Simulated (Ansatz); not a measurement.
# Si (Fd-3m) in Ansatz: notebook, part 2 of 2

Ansatz 0.2.0. Earlier steps stand in the parts before.

## (5) Relaxation of cell and atoms, HSEsol

Input file input.yaml:

```yaml
crystal:
  lattice:
    - [0.0, 2.7218511865, 2.7218511865]
    - [2.7218511865, 0.0, 2.7218511865]
    - [2.7218511865, 2.7218511865, 0.0]
  atoms:
    - { symbol: Si, position: [0.5, 0.5, 0.5] }
    - { symbol: Si, position: [0.75, 0.75, 0.75] }
hamiltonian:
  xc:
    exchange: hjs_pbesol
    correlation: pbesol
    exx: { coeff: 0.25, omega: 0.207 }
  pseudopotentials: { kind: paw }
kpoints:
  mp_grid: { grid: [4, 4, 4] }
scf:
  occupations: { method: fermi_dirac, width: 0.05 }
output:
  forces: true
  stress: true
  write_density: true
  write_potential: true
  elf: true
  volumetric_format: npy
relax:
  f_tol: 0.01
  max_steps: 40
  cell: { stress_tol: 0.05 }
```

Potentials or basis: Ansatz PAW.

On the command line:

```sh
$ ansatz run input.yaml --threads 2 --pin off --max-ram 5632MiB --backend cpu --events-out ev --progress --plain --runs-dir out
```

The log of the run:

```text
Warning: RAYON_NUM_THREADS=2 ignored (pool sized by the plan → 2); use --threads N
Engine: ansatz 0.2.0, x86_64-unknown-linux-gnu
Pseudopotentials: kind: paw
Pseudopotential: Si, paw, valence charge 4, recommended cutoff 420 eV (normal), Si.paw.azcp
Functional definition: unnamed
  parameter a_1 = 0.25
  parameter omega_1 = 0.207/angstrom
  exchange = pbe_x(mu = 0.12345679012345678) + (-a_1)*hjs_pbesol_x_sr(omega_1) + a_1*exact_x_sr(omega_1)
  correlation = pbe_c(beta = 0.046)
Crystal: 2 atoms, lattice volume = 40.330 Å³
Basis set: ecut = 420 eV, 749 PW (Γ), exchange–correlation on 54×54×54 points (8 copies of the dense FFT grid, shifted against one another)
Bands: 8, of which v1, the nominal top of the filled ones, is band 4 counted from 1 (3 counted from 0)
Symmetry: 48 space group operations
Space group: Fd-3m (ITA 227), of the structure as read, at distance tolerance 3.4e-5 Å
k-points: 8 of 64
Non-local potential: Si, projectors of the file, l = 0: 2, l = 1: 2, l = 2: 2
PAW form: soft (Blöchl's): semilocal exchange-correlation on the pseudo side does not see the compensation charge
PAW frozen core: Si, regenerated for the run's functional, and the local potential with it (the file was generated under x = pbe(κ = 0.804, μ = 0.2195149727645171), c = pbe(β = 0.06672455060314922))
PAW one-centre angular grid: Si, 110 points (default); XC on 64 Gauss nodes
Initial density: superposition of atomic densities (neutral atoms: chi_scale 0, normalization atom), corrected by the library's trained network
Initial wavefunctions: pseudopotential atomic-orbital guess
Functional: x = pbesol(κ = 0.804, μ = 0.12345679012345678), c = pbesol(β = 0.046), warm-up for x = hjs_pbesol + 0.25 (exact − hjs_pbesol) at short range (ω = 0.207 Å⁻¹), c = pbesol(β = 0.046)
SCF iter   1: F=—  HF=-1242.779330 eV  |F-HF|=—  |Δ(HF+E_count)|=         —  Δρ=8.38e-4  dr2=1.35e-4  ethr=1.77e-3  ⟨swp⟩=5.9  Hψ=306  notcnv=0
preconditioner: auto → none  [insulator: Δε(μ)=0.575 eV  Ē_g=9.313 eV  σ=0.050 eV  W_gap=0.99  n_scr=8 (ndim 8)  ℏωp=16.5 eV  f_vac=0.000  D(μ)=0.02/eV (n_scr^D=0)]
SCF iter   2: F=-1242.779442 eV  HF=-1242.779423 eV  |F-HF|=1.87e-5  |Δ(HF+E_count)|=   9.32e-5  Δρ=4.07e-4  dr2=2.34e-5  ethr=1.68e-6  ⟨swp⟩=3.8  Hψ=160  notcnv=0
SCF 1 stopped early in 2 iterations: F = -1242.779442 eV  dr2 = 2.34e-5
Initial density: handed on by an earlier stage of this run
Initial wavefunctions: those handed on with the density
Functional: x = hjs_pbesol + 0.25 (exact − hjs_pbesol) at short range (ω = 0.207 Å⁻¹), c = pbesol(β = 0.046)
Exchange kernel: α = 0.2500, screened, ω = 0.2070 Å⁻¹, Wigner–Seitz truncation, v(0) = 1028.7611 eV·Å³, q-mesh 4×4×4, nearest image of the exchange supercell L = 15.40 Å, pair-density grid 20×20×20, without the augmentation charges, whose exchange is taken in its separable form by FFT convolution over the k-point mesh (sized by the pseudopotential files, 24×24×24 at the most), smooth part of the exact exchange by density-matrix convolution
Frozen-core exchange: fock
SCF iter   1: F=—  HF=-1252.305793 eV  |F-HF|=—  |Δ(HF+E_count)|=         —  Δρ=3.12e-3  dr2=2.69e-3  ethr=2.92e-6  ⟨swp⟩=5.9  Hψ=312  notcnv=0
preconditioner: auto → none  [insulator: Δε(μ)=1.211 eV  Ē_g=10.711 eV  σ=0.050 eV  W_gap=1.00  n_scr=8 (ndim 8)  ℏωp=16.5 eV  f_vac=0.000  D(μ)=0.00/eV (n_scr^D=0)]
SCF iter   2: F=—  HF=-1252.304853 eV  |F-HF|=—  |Δ(HF+E_count)|=   9.41e-4  Δρ=1.43e-3  dr2=8.74e-4  ethr=2.92e-6  ⟨swp⟩=3.0  Hψ=112  notcnv=0
SCF iter   3: F=—  HF=-1252.307589 eV  |F-HF|=—  |Δ(HF+E_count)|=   2.74e-3  Δρ=4.78e-4  dr2=8.88e-5  ethr=2.92e-6  ⟨swp⟩=3.8  Hψ=135  notcnv=0
iter 4 solved again at ethr=2.56e-9 eV; its pass at ethr=9.06e-7 eV (dr2=2.05e-7 eV) is discarded
SCF iter   4: F=—  HF=-1252.307559 eV  |F-HF|=—  |Δ(HF+E_count)|=   2.97e-5  Δρ=3.24e-5  dr2=5.24e-6  ethr=2.56e-9  ⟨swp⟩=4.0  Hψ=246  notcnv=0
eigensolver tolerance schedule: the retry pair's looser diagonalisation over-reported the residual by 0.25 of it (diagonalisation noise at 0.25 of the residual, at the tolerance the schedule requests for it); recorded, not acted on — ethr = c·dr2/N_el stays at c = 1.0e-1
SCF iter   5: F=-1252.307603 eV  HF=-1252.307604 eV  |F-HF|=1.00e-6  |Δ(HF+E_count)|=   4.41e-5  Δρ=7.02e-5  dr2=1.84e-6  ethr=2.05e-9  ⟨swp⟩=5.0  Hψ=173  notcnv=0
SCF 2 stopped early in 5 iterations: F = -1252.307603 eV  dr2 = 1.84e-6
[... 76 lines left out ...]
iter 3 solved again at ethr=1.00e-12 eV; its pass at ethr=2.20e-12 eV (dr2=1.14e-13 eV) is discarded
SCF iter   3: F=-1252.308571 eV  HF=-1252.308571 eV  |F-HF|=7.96e-12  |Δ(HF+E_count)|=  8.64e-10  Δρ=1.80e-8  dr2=8.14e-13  ethr=1.00e-12  ⟨swp⟩=2.0  Hψ=194  notcnv=0
SCF 9 converged in 3 iterations: F = -1252.308571 eV  dr2 = 8.14e-13
hybrid outer 1: dexx = +5.884e-11 eV, tail = 5.53e-11 eV
Exchange kernel: α = 0.2500, screened, ω = 0.2070 Å⁻¹, Wigner–Seitz truncation, v(0) = 1028.2422 eV·Å³, q-mesh 4×4×4, nearest image of the exchange supercell L = 15.35 Å, pair-density grid 20×20×20, without the augmentation charges, whose exchange is taken in its separable form by FFT convolution over the k-point mesh (sized by the pseudopotential files, 24×24×24 at the most), smooth part of the exact exchange by density-matrix convolution
Frozen-core exchange: fock
SCF iter   1: F=—  HF=-1252.308571 eV  |F-HF|=—  |Δ(HF+E_count)|=         —  Δρ=3.07e-8  dr2=4.16e-13  ethr=2.50e-12  ⟨swp⟩=15.9  Hψ=443  notcnv=2
preconditioner: auto → none  [insulator: Δε(μ)=1.230 eV  Ē_g=10.774 eV  σ=0.050 eV  W_gap=1.00  n_scr=8 (ndim 8)  ℏωp=16.6 eV  f_vac=0.000  D(μ)=0.00/eV (n_scr^D=0)]
SCF iter   2: F=-1252.308571 eV  HF=-1252.308571 eV  |F-HF|=6.82e-13  |Δ(HF+E_count)|=  2.27e-13  Δρ=1.49e-8  dr2=4.97e-14  ethr=1.00e-12  ⟨swp⟩=2.0  Hψ=96  notcnv=0
SCF 10 converged in 2 iterations: F = -1252.308571 eV  dr2 = 4.97e-14
  Residual-converged pass: ⟨swp⟩=3.0  Hψ=128  notcnv=0  max |occ|·‖R‖ = 5.5e-9 eV (tolerance 1.0e-8 eV)  dr2=4.66e-14  dr2_onsite=1.64e-15  max |Δocc| = 1.9e-18
hybrid outer 2: dexx = +9.948e-14 eV, tail = 1.02e-13 eV, Δε = 4.86e-7 eV (about 4.86e-7 eV left of the loop's levels)
relax step   4: F+E_penalty+E_count = -1252.30857100 eV  Δ(F+E_penalty+E_count) = +3.648e-5 eV  max|allowed force component| = 1.480e-16 eV/Å  Δτ_max = 0.0000 Å  P = -0.000 GPa  Ω = 39.978 Å³  stress off target by 3.70e-4 GPa  SCF on the basis re-selected at this cell (its energy is not comparable with the rows above)  (5 SCF iters)
basis re-selected at this cell: Δ(F+E_penalty+E_count) = +3.648e-5 eV, ΔP = -0.002 GPa vs the last step (what re-selecting the basis moved, of the pressure what is left beyond the Pulay correction that the steps carried, after the strain that the cell walked since its last selection, with what the two solves' SCF thresholds leave and, on support functions, any second-order correction that the steps lacked; it is no measure of the basis error at this ecutwfc). This SCF's stress stands 3.70e-4 GPa from its target on what of the cell is left free (relax.cell.stress_tol is 5.00e-2 GPa) and its largest allowed force component is 1.48e-16 eV/Å (relax.f_tol is 1.00e-2 eV/Å): within both
hybrid SCF converged: 2 outer / 5 inner (+0 warm-up), last move |dexx| = 9.95e-14 eV, tail = 1.02e-13 eV
Stability not checked: this state was not tested for a lower state beside it, because the functional holds exact exchange (a hybrid, or Hartree-Fock), whose exchange loop this test does not read (fock_operator; see scf.lower_state_search)
Free energy (F): -1252.308571 eV
Frozen-core exchange: fock
Harris-Foulkes:  -1252.308571 eV  (|F-HF|=6.82e-13)
Internal energy: -1252.308570 eV  (E = F + TS)
E sigma→0 (E₀):  -1252.308571 eV
Entropy (-TS):   -0.000001 eV (-0.000 meV/atom)
Fermi energy:    6.478028 eV
--- Per-component energies (eV) ---
  E_band       = 2.548036
  E_kinetic    = 81.495500
  E_local      = -54.331621  (includes V_loc(G=0)·N_el)
  E_nonlocal   = 50.966928
  E_hartree    = 15.084757
  E_xc         = -89.458894
  E_vxc        = -76.592645  (∫ρ·V_xc dr)
  E_exx        = -11.227323  (= α·E_x^exact, valence–valence)
  E_paw        = -1016.116368  (= ΣΔE_a)
  E_vpaw       = -6.705007  (= ΣTr[D̂ρ^β])
  E_aug_tail   = 0.000012  (compensation charges beyond the density's cutoff)
  E_ewald      = -228.653047
  E_core_change = -0.068515  (= ΣΔE_core)
  E_smearing   = -0.000001  (= −TS)
  E_closure    = 0.000000  (closes the sum)
  Σ components = -1252.308571   (vs F -1252.308571, Δ=-2.27e-13)
--- Forces (eV/Å), atoms counted from 1 ---
  atom   1  Si     0.00000000     0.00000000    -0.00000000
  atom   2  Si    -0.00000000     0.00000000     0.00000000
  max |Σ_I F_I| component: 7.40e-17 eV/Å
--- Stress (GPa, compression-positive) ---
       -0.000370      -0.000000      -0.000000
       -0.000000      -0.000370      -0.000000
       -0.000000       0.000000      -0.000370
  P = ⅓ Tr σ = -0.0004 GPa (-0.004 kbar)
--- Band table (eV; the first three rows and the last of 8) ---
  k-point 0: bands = ["-7.4122", "5.8803", "5.8803", "5.8803", "9.1934", "9.1934"]
  k-point 1: bands = ["-6.5222", "1.5928", "5.0657", "5.0657", "8.6320", "10.1927"]
  k-point 2: bands = ["-4.8043", "-1.8463", "4.5672", "4.5672", "8.1084", "9.9865"]
  k-point 7: bands = ["-2.5897", "-2.5897", "1.6653", "1.6653", "10.8679", "10.8679"]
  guard bands above this table: 2 of the run's 8 bands. The solve was not asked for them (output.publish_guard_bands: true or output.eigenvalues: true publishes all)
--- Relaxed structure (3 steps of the walk, 3 accepted, 1 SCFs on fresh bases) ---
  F+E_penalty+E_count = -1252.30857100 eV   max|allowed force component| = 1.480e-16 eV/Å   (the final SCF, on the basis selected at the relaxed cell)
  cell:  # Å, volume = 39.9776 Å³
    - [1.2228892878949416e-33, 2.713910289532459, 2.713910289532459]
    - [2.713910289532459, 1.2228892878949414e-33, 2.713910289532459]
    - [2.713910289532459, 2.713910289532459, -7.6430580493433856e-34]
  atoms:
    - { symbol: Si, position: [0.5, 0.5, 0.5] }
    - { symbol: Si, position: [0.7499999999999999, 0.7499999999999999, 0.7499999999999999] }
```

It took 44 s on 2 threads of Intel Xeon at 2.50GHz (Skylake/Cascade Lake), shared host; peak memory 0.47 GiB.

What came out:

| Quantity | Value |
| --- | --- |
| Free energy | -1252.3086 eV |
| Relaxed volume | 19.99 Å³/atom |
| Relaxed cell | a = 3.838 Å, b = 3.838 Å, c = 3.838 Å, α = 60.00°, β = 60.00°, γ = 60.00° |
| Space group after relaxing (to 0.05 Å) | Fd-3m (No. 227) |
| Energy gained by relaxing | 0.5 meV/atom |
| Ionic steps | 4 |
| Pressure after relaxing | 0.0 GPa |
| Band gap on the k mesh | 1.23 eV, indirect (least direct gap 3.31 eV) |

The path:
```csv
step,energy change (eV),largest force (eV/Å),volume (Å³)
1,0.0000,0.0000,40.33
2,-0.0010,0.0000,40.04
3,-0.0010,0.0000,39.98
4,-0.0010,0.0000,39.98
```

Final structure:
```
Si
1.0
     0.00000    2.71391    2.71391
     2.71391    0.00000    2.71391
     2.71391    2.71391    0.00000
Si
2
Direct
  0.50000 0.50000 0.50000
  0.75000 0.75000 0.75000
```

Levels at points of the mesh, in eV from the valence-band top:
| k point | band 2 | band 3 | band 4 | band 5 | band 6 |
| --- | --- | --- | --- | --- | --- |
| (0.00, 0.00, 0.00) | 0.00 | 0.00 | 0.00 | 3.31 | 3.31 |
| (0.00, 0.00, -0.50) | -7.73 | -1.31 | -1.31 | 2.23 | 4.11 |
| (0.00, -0.50, -0.50) | -8.66 | -3.15 | -3.15 | 1.23 | 1.23 |

Caveat: the k mesh is coarse (spacing up to 0.50 Å⁻¹), so the values aren't converged, least of all with exact exchange; the plane-wave basis is chosen anew once the cell has moved, so the energies of steps on either side of that aren't comparable; the PAW data sets come from PBE, with cores solved anew for the run's functional, which leaves a small shift of forces and pressure.

## (6) Summary

```tsv
level	gap on the mesh (eV)	pressure (GPa)	relaxed volume (Å³/atom)
HSE03	1.17	0.0	20.29
HF	6.78	0.0	20.94
B3LYP	2.03	0.0	20.73
HSEsol	1.23	0.0	19.99
```

Alike in all rows: task relaxation of cell and atoms; potentials or basis Ansatz PAW; no spin polarisation; cell relaxed; k mesh 4 × 4 × 4; cutoff (eV) 420; smearing fermi-dirac 0.05 eV; the mesh is coarse, so values aren't converged.

Caveats: all runs use coarse meshes; the plane-wave basis is chosen anew once the cell has moved, so the energies of steps on either side of that aren't comparable; the PAW data sets come from PBE, with cores solved anew for the run's functional, which leaves a small shift of forces and pressure.

Absolute energies hang on the potentials; compare differences alone.
